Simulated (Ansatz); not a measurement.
## BN at 30 GPa: from Born charge to LO–TO splitting and polaron coupling

Method: Ansatz 0.2.0, DFT PBE, scalar-relativistic, plane waves, PAW. Settings: 420 eV plane-wave cutoff, Γ-centred 12×12×12 mesh, fixed occupations. No spin polarisation. Phonons by linear response, acoustic sum rule imposed.

The cell, relaxed at 30 GPa:
```
B N
1.0
     0.00000    1.76999    1.76999
     1.76999    0.00000    1.76999
     1.76999    1.76999    0.00000
B N
1 1
Direct
  0.00000 0.00000 0.00000
  0.75000 0.75000 0.75000
```

Linear response gives ν_TO = 1119.6 cm⁻¹, Born charges ±1.881 e (positive on B) and ε∞ = 4.547. The primitive cell holds 11.090 Å³, and the masses are 10.810 and 14.007 amu.

**Question.** Find ν_LO and the static dielectric constant.

**Answer.** The long-wave field adds a restoring force: ω_LO² − ω_TO² = Z*²e²/(ε_vac ε∞ μV). In these units ν_LO² − ν_TO² = 4.92064×10⁷ Z*²/(μ V ε∞) cm⁻², with μ = m₁m₂/(m₁ + m₂) = 6.101 amu: 565713 cm⁻². So ν_LO = √(1119.6² + 565713) = 1348.8 cm⁻¹, and the run gives 1348.8. Lyddane–Sachs–Teller then gives ε0 = ε∞ (ν_LO/ν_TO)² = 6.60, against 6.60 in the run (it forms both from the same three quantities, so the match checks the arithmetic only). Between ν_TO and ν_LO the dielectric function is negative and an undamped crystal reflects fully: a reststrahlen band from 7.4 to 8.9 μm.

**Question.** What do the Clausius–Mossotti polarisability and the Szigeti charge come to?

**Answer.** With the Lorentz local field, α = (3V/4π)(ε∞ − 1)/(ε∞ + 2) = 1.43 Å³ for the pair, and e_S = 3Z*/(ε∞ + 2) = 0.86 e. The Born charge includes the electrons' response to the dipole's own local field, and e_S takes that enhancement out. The Lorentz field assumes point-like polarisable ions, a poor picture once ε∞ is this large, since the electron clouds then overlap or are shared, so both numbers are formal here.

**Question.** How strongly does a slow electron couple to the LO mode?

**Answer.** For one isotropic parabolic band, Fröhlich's constant is α_F = (1/ε∞ − 1/ε0) √(m* Ry/ħω_LO), with Ry = 13.606 eV, ħω_LO = 167.2 meV and m* in free-electron masses: α_F = 0.0684 × 9.02 × √m* = 0.62 √m*. The band mass isn't part of this run; for m* = 0.1, 0.3 and 1 it gives 0.20, 0.34, 0.62. In weak coupling the polaron lies α_F ħω_LO below the band edge (56 meV at m* = 0.3) with a mass m*(1 + α_F/6); past α_F of about 5 or 6 that expansion fails. A semilocal functional's ε∞ tends to be too large, which taken alone lowers α_F.

Cost: 1 run of about 0.24 core-minutes, on Intel Xeon Platinum 8259CL (Skylake/Cascade Lake) (shared hosts).

The wide LO–TO splitting in zinc-blende BN reflects light atoms and a small cell as much as bond polarity. Stiff, short tetrahedral bonds already put the TO mode at 1119.6 cm⁻¹, and the long-range field raises the LO mode to 1348.8 cm⁻¹. The Born charge of 1.881 e measures how polarisation changes as the atoms move, including charge flow along the polar covalent bonds, so it is not a static ionic charge.

The same stiffness limits the lattice's share of the screening: ε0 exceeds ε∞ only moderately, and most of the dielectric response is electronic. Together with the large LO quantum, this keeps the Fröhlich coupling weak for the masses considered, although the polaron shift can still reach tens of meV. For electrons the single isotropic mass is a simplification, because the conduction-band minimum of cubic BN lies at X, where the valleys are anisotropic. With only one pressure computed, the results don't show how compression changes the splitting or the coupling.
